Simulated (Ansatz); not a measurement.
Si2W:

```
W Si
1.0
     4.61685    0.00000    0.00000
    -2.30843    3.99831    0.00000
     0.00000    0.00000    6.65322
W Si
3 6
Direct
  0.50000 0.00000 0.50000
  0.50000 0.50000 0.83333
  0.00000 0.50000 0.16667
  0.32725 0.16363 0.16667
  0.83637 0.16363 0.83333
  0.16363 0.32725 0.50000
  0.67275 0.83637 0.16667
  0.16363 0.83637 0.83333
  0.83637 0.67275 0.50000
```

Measurements of this composition are mostly on another form, of space group No. 139.

```yaml
Program: Ansatz 0.2.0
Task: relaxation of cell and atoms
Functional: PBEsol
Potentials_or_basis: Ansatz PAW
Cutoff: "420 eV (not typed: the program's choice for these potentials)"
k_mesh: 7 × 7 × 4
Occupations: fermi-dirac, width 0.05 eV
Spin: no spin polarisation
```

At the start: volume 13.65 Å³/atom.

**Question.** Where does the relaxation end?

**Answer.** It ends after 5 steps and the volume is 13.31 Å³/atom (-2.5 %); space group P6_222 (No. 180, to 0.05 Å).

The path:
| step | energy change (eV) | largest force (eV/Å) | volume (Å³) |
| --- | --- | --- | --- |
| 1 | 0.0000 | 0.0354 | 122.82 |
| 2 | -0.0432 | 0.0739 | 118.35 |
| 3 | -0.0559 | 0.0074 | 119.82 |
| 4 | -0.0559 | 0.0024 | 119.76 |
| 5 | -0.0552 | 0.0024 | 119.76 |

Final structure:
```xyz
9
Lattice="4.5765 0.0000 0.0000 -2.2883 3.9634 0.0000 0.0000 0.0000 6.6023" Properties=species:S:1:pos:R:3 pbc="T T T"
W     2.2883    0.0000    3.3012
W     1.1441    1.9817    5.5020
W    -1.1441    1.9817    1.1004
Si    1.1245    0.6492    1.1004
Si    3.4520    0.6492    5.5020
Si    0.0000    1.2984    3.3012
Si    1.1638    3.3142    1.1004
Si   -1.1638    3.3142    5.5020
Si    2.2883    2.6649    3.3012
```

Caveat: the plane-wave basis is chosen anew once the cell has moved, so the energies of steps on either side of that aren't comparable; the PAW data sets come from PBE, with cores solved anew for the run's functional, which leaves a small shift of forces and pressure.
